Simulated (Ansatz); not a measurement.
Trial structures of GePt: starts and ends

Computed with Ansatz 0.2.0, DFT PBE, scalar-relativistic, plane waves, PAW. Settings: cutoff 420 eV, Γ-centred meshes spaced at most about 0.3 Å⁻¹, and about 0.25 Å⁻¹ or finer for metals (2π included), Gaussian smearing. No spin polarisation in the final relaxations.

Each guess was relaxed in cell and atoms at zero pressure, within the symmetry of its start. All energies are static (0 K, no zero-point motion). Coordination counts Ge atoms around Pt (those within 1.25 times the shortest such distance or 1.15 times the sum of covalent radii, 1.27 where that leaves under three).

```csv
guess,made from,start group,V start (Å³/atom),end group,V end (Å³/atom),coordination at the end,gap on mesh (eV),E over the lowest end (meV/atom)
1,random cell,P6/mmm,17.7,?,?,?,?,?
2,CeHg type,Pm-3m,17.4,Pm-3m (caesium chloride),16.2,Pt 8,0,79
3,SmAs type,Fm-3m,18.1,Fm-3m (rock salt),17.7,Pt 6,0,0
4,AgO type,F-43m,16.8,F-43m (zinc blende),22.3,Pt 4,0,4
```

Guess 1 as it starts:

```
Ge Pt
1.0
     3.17824    0.00000    0.00000
    -1.58912    2.75244    0.00000
     0.00000    0.00000    4.04604
Ge Pt
1 1
Direct
  0.00000 0.00000 0.00000
  0.00000 0.00000 0.50000
```

**Question.** Fill in the missing row: what does this guess relax into, and where does it rank?

**Answer.** It ends in space group P6/mmm (No. 191), with a = 2.806 Å, c = 5.089 Å, 17.3 Å³/atom and no gap. It lies 184 meV/atom over the lowest end, above guess 2 and so the highest of the set. Counting Ge atoms around Pt, this end has Pt 2 and the lowest (guess 3) has Pt 6.

```
Ge Pt
1.0
     2.80588    0.00000    0.00000
    -1.40294    2.42997    0.00000
     0.00000    0.00000    5.08896
Ge Pt
1 1
Direct
  0.00000 0.00000 0.00000
  0.00000 0.00000 0.50000
```

The zero of energy is the elements' standard structures at the same level; no fitted shifts are applied.

**Question.** Is the lowest end bound against the elements?

**Answer.** Yes: its formation energy is −0.20 eV/atom. A negative formation energy is needed for stability but isn't enough: competing phases decide.

For metals, differences of a few meV/atom aren't resolved. These runs have no spin–orbit coupling, which can matter for Pt. Cells relaxed within their symmetry can be saddle points. The part of the Crystallography Open Database at hand lists GePt in space group No. 62, which no cell shown has. Some types were kept out of the candidates beforehand, so the set may lack a known form.
